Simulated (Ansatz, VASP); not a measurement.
One calculation of Sc, two programs

```
Sc
1.0
     2.46472    0.00000    0.00000
     0.00000    2.46472    0.00000
     0.00000    0.00000    2.46472
Sc
1
Direct
  0.00000 0.00000 0.00000
```

Change from the starting cell: volume scaled by 0.65, LAPW.

Alike in both runs: task single point; functional LDA; k mesh 15 × 15 × 15; occupations fermi-dirac, width 0.05 eV; no spin polarisation.

```csv
,VASP,Ansatz
version,VASP 6.6.1,Ansatz 0.2.0
potentials or method,"VASP PAW LDA potentials, release 64 (Sc_sv), cutoff 520 eV","all-electron LAPW, scalar-relativistic"
```

|  | VASP | Ansatz | Ansatz less VASP |
| --- | --- | --- | --- |
| pressure (GPa) | 35.5 | 34.5 | -1.05 |

Ansatz ran all-electron here, so the differences hold the error of VASP's frozen core and of both bases.

Caveats: so large a pressure means that the cell lies far from this level's equilibrium, or that cutoff or potentials fall short (VASP).
